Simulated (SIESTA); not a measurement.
Input of a SIESTA 5.4.2 run:

Co.fdf

```
SystemName                      Co
SystemLabel                     Co
NumberOfSpecies                 1
NumberOfAtoms                   2
%block ChemicalSpeciesLabel
  1  27 Co
%endblock ChemicalSpeciesLabel

LatticeConstant                 1.0 Ang
%block LatticeVectors
     2.4719999032     0.0000000000     0.0000000000
    -1.2359999516     2.1408147143     0.0000000000
     0.0000000000     0.0000000000     4.0211440800
%endblock LatticeVectors
AtomicCoordinatesFormat         Fractional
%block AtomicCoordinatesAndAtomicSpecies
     0.6666666667     0.3333333333     0.7500000000  1  Co
     0.3333333333     0.6666666667     0.2500000000  1  Co
%endblock AtomicCoordinatesAndAtomicSpecies

%block kgrid.MonkhorstPack
   12   0   0  0.0
    0  12   0  0.0
    0   0   7  0.0
%endblock kgrid.MonkhorstPack
XC.Functional                   GGA
XC.Authors                      PBEsol
PAO.BasisSize                   SZP
PAO.EnergyShift                 0.003 Ry
Mesh.Cutoff                     800 Ry
Spin                            polarized
%block DM.InitSpin
    1   2.000
    2   2.000
%endblock DM.InitSpin
OccupationFunction              FD
ElectronicTemperature           0.05 eV
MaxSCFIterations                200
SCF.MustConverge                false
SCF.Mixer.Method                Pulay
SCF.Mixer.Weight                0.1
SCF.Mixer.History               10
SCF.DM.Tolerance                5.0e-05
SCF.H.Tolerance                 1.0e-03 eV
WriteForces                     true
Charge.Mulliken                 end
BandLinesScale                  ReciprocalLatticeVectors
%block BandLines
    1    0.000000   0.000000   0.000000  \Gamma
   11    0.500000   0.000000   0.000000  M
    7    0.333333   0.333333   0.000000  K
   13    0.000000   0.000000   0.000000  \Gamma
    6    0.000000   0.000000   0.500000  A
   11    0.500000   0.000000   0.500000  L
    7    0.333333   0.333333   0.500000  H
   13    0.000000   0.000000   0.500000  A
    1    0.500000   0.000000   0.500000  L
    6    0.500000   0.000000   0.000000  M
    1    0.333333   0.333333   0.000000  K
    6    0.333333   0.333333   0.500000  H
%endblock BandLines
```

Potentials or basis: PseudoDojo 0.4 standard (PBEsol files), SZP (energy shift 0.003 Ry).

Run with:

```sh
$ siesta < Co.fdf > Co.out 2>&1
```

Problem. Predict the net moment.

Solution. 3.22 μB per cell.

Problem. Predict the band gap on the k mesh.

Solution. None (metal or under the smearing width).

Levels at the corners of the path, in eV from the Fermi level:
Spin up:
```csv
point,band 14,band 15,band 16,band 17,band 18,band 19,band 20,band 21,band 22,band 23
Γ,-2.26,-2.26,-1.84,-1.84,-1.07,-0.65,-0.65,8.36,28.13,28.13
M,-2.63,-2.22,-0.48,-0.40,-0.32,1.15,3.13,9.56,15.14,15.18
K,-2.93,-1.93,-0.78,-0.78,-0.67,4.19,5.17,5.17,12.62,14.88
Γ,-2.26,-2.26,-1.84,-1.84,-1.07,-0.65,-0.65,8.36,28.13,28.13
A,-2.67,-2.67,-2.67,-0.99,-0.99,-0.99,-0.99,28.47,28.47,30.26
L,-1.72,-1.12,-1.12,-0.38,-0.38,1.04,1.04,8.45,8.45,21.50
H,-3.19,-1.84,-1.84,-0.59,-0.59,5.36,5.36,7.18,7.18,14.50
A,-2.67,-2.67,-2.67,-0.99,-0.99,-0.99,-0.99,28.47,28.47,30.26
L,-1.72,-1.12,-1.12,-0.38,-0.38,1.04,1.04,8.45,8.45,21.50
M,-2.63,-2.22,-0.48,-0.40,-0.32,1.15,3.13,9.56,15.14,15.18
K,-2.93,-1.93,-0.78,-0.78,-0.67,4.19,5.17,5.17,12.62,14.88
H,-3.19,-1.84,-1.84,-0.59,-0.59,5.36,5.36,7.18,7.18,14.50
```
Spin down:
```
point  band 14  band 15  band 16  band 17  band 18  band 19
    Γ    -0.98    -0.61    -0.61    -0.13    -0.13     1.16
    M    -1.12    -0.69     1.31     1.43     1.49     2.51
    K    -1.44    -0.39     0.98     0.98     1.14     5.12
    Γ    -0.98    -0.61    -0.61    -0.13    -0.13     1.16
    A    -1.05    -1.05    -1.05     0.79     0.79     0.79
    L    -0.08    -0.01    -0.01     1.41     1.41     2.03
    H    -2.04    -0.16    -0.16     1.19     1.19     6.11
    A    -1.05    -1.05    -1.05     0.79     0.79     0.79
    L    -0.08    -0.01    -0.01     1.41     1.41     2.03
    M    -1.12    -0.69     1.31     1.43     1.49     2.51
    K    -1.44    -0.39     0.98     0.98     1.14     5.12
    H    -2.04    -0.16    -0.16     1.19     1.19     6.11
```

Caveat: the basis of atomic orbitals isn't converged, which shifts pressures, moduli and gaps.
